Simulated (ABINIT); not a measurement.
## Mg: band structure with rPW86PBE

Mg:

```
CELL_PARAMETERS angstrom
3.17683 0.00000 0.00000
-1.58841 2.75121 0.00000
0.00000 0.00000 10.31886
ATOMIC_POSITIONS crystal
Mg 0.66667 0.33333 0.75000
Mg 0.00000 0.00000 0.50000
Mg 0.33333 0.66667 0.25000
Mg 0.00000 0.00000 0.00000
```

```yaml
Program: ABINIT 10.8.3 (patched build)
Task: band structure
Functional: rPW86PBE
Potentials_or_basis: JTH PAW PBE v2.0
Cutoff: 517 eV
k_mesh: 10 × 10 × 3
Occupations: fermi-dirac, width 0.05 eV
Spin: no spin polarisation
Fine-grid_cutoff: 1034.03 eV
Exchange_and_correlation_inside_the_PAW_spheres: full angular mesh (pawxcdev 0, this build's default; the released program takes 1)
```

The pressure is 0.2 GPa and the band gap on the k mesh is none (metal or under the smearing width). The valence electrons inside the program's atomic spheres are Mg 8.23 (radii [1.0063] Å).

Stress tensor (GPa, compression positive):
```
-0.09  0.00  0.00
 0.00 -0.09  0.00
 0.00  0.00  0.93
```

Levels at the corners of the path, in eV from the Fermi level:
```tsv
point	band 16	band 17	band 18	band 19	band 20	band 21	band 22	band 23	band 24	band 25
Γ	-42.96	-7.12	-5.71	-5.71	-1.81	-1.37	4.97	4.98	10.99	10.99
M	-42.97	-2.27	-2.26	-1.18	-1.16	-0.63	-0.60	2.68	2.85	3.33
K	-42.97	-0.72	-0.72	-0.69	0.12	0.32	0.32	0.95	0.95	1.45
Γ	-42.96	-7.12	-5.71	-5.71	-1.81	-1.37	4.97	4.98	10.99	10.99
A	-42.96	-6.77	-6.77	-3.98	-3.98	1.42	1.42	9.01	9.01	11.18
L	-42.97	-1.99	-1.99	-1.88	-1.88	0.58	0.58	1.02	1.02	5.76
H	-42.97	-0.50	-0.50	-0.40	-0.40	-0.28	-0.28	1.88	1.88	2.58
A	-42.96	-6.77	-6.77	-3.98	-3.98	1.42	1.42	9.01	9.01	11.18
```

It took 4.2 min on 1 thread of Arm Neoverse V1 (shared host), peak memory 0.31 GiB.

Caveat: the PAW data sets were made with another functional, which shifts forces and pressure a little.
